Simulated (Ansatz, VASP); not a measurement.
**Al in VASP and in Ansatz**

POSCAR

```
Al
1.0
    2.9530781191      0.0000000000      0.0000000000
   -1.4765390595      2.5574406705      0.0000000000
    0.0000000000      0.0000000000      4.9885212500
Al
2
Direct
    0.6666666667      0.3333333333      0.7500000000
    0.3333333333      0.6666666667      0.2500000000
```

INCAR.step1

```
SYSTEM = Al
PREC = Accurate
ENCUT = 520
ISMEAR = 0
SIGMA = 0.15
LREAL = .False.
LASPH = .True.
NELM = 100
NBANDS = 10
GGA = PE
ALGO = Normal
EDIFF = 1E-4
LWAVE = .True.
LCHARG = .False.
```

INCAR.step2

```
SYSTEM = Al
PREC = Accurate
ENCUT = 520
EDIFF = 1E-7
ISMEAR = 0
SIGMA = 0.15
LREAL = .False.
LASPH = .True.
NELM = 100
ALGO = Normal
ISIF = 2
LWAVE = .False.
LCHARG = .False.
METAGGA = R2SCAN
LMIXTAU = .True.
NBANDS = 10
ISTART = 1
```

KPOINTS

```
regular mesh
0
Gamma
  18 18 10
  0 0 0
```

Input for Ansatz:

```yaml
crystal:
  lattice:
    - [2.9530781191, 0.0, 0.0]
    - [-1.4765390595, 2.5574406705, 0.0]
    - [0.0, 0.0, 4.98852125]
  atoms:
    - { symbol: Al, position: [0.6666666667, 0.3333333333, 0.75] }
    - { symbol: Al, position: [0.3333333333, 0.6666666667, 0.25] }
basis:
  ecutwfc: 500
kpoints:
  mp_grid: { grid: [18, 18, 10] }
hamiltonian:
  xc: r2scan
scf:
  occupations: { method: gaussian, width: 0.15 }
output:
  forces: true
  stress: true
  eigenvalues: true
```

Change from the starting cell: strain +0.050 along x and y, +0.025 along z, atoms carried along.

Alike in both runs: task single point; functional r2SCAN; k mesh 18 × 18 × 10; occupations gaussian, width 0.15 eV; no spin polarisation.

|  | VASP | Ansatz |
| --- | --- | --- |
| version | VASP 6.6.1 | Ansatz 0.2.0 |
| potentials or method | VASP PAW PBE potentials, release 64 (Al) | scalar-relativistic, plane waves, PAW |
| plane-wave cutoff (eV) | 520 | 500 |
| valence electrons in the cell | 6 | 6 |

```csv
,VASP,Ansatz,Ansatz less VASP
gap on the k mesh at the Fermi level (eV),none,none,-
pressure (GPa),-10.1,-9.9,+0.20
largest component of the traceless stress (GPa),0.17,0.17,-0.007
```

A gap of «none» marks a metal or a gap that the smearing closes.

Caveats: the PAW data sets were made with another functional, which shifts forces and pressure a little (VASP).
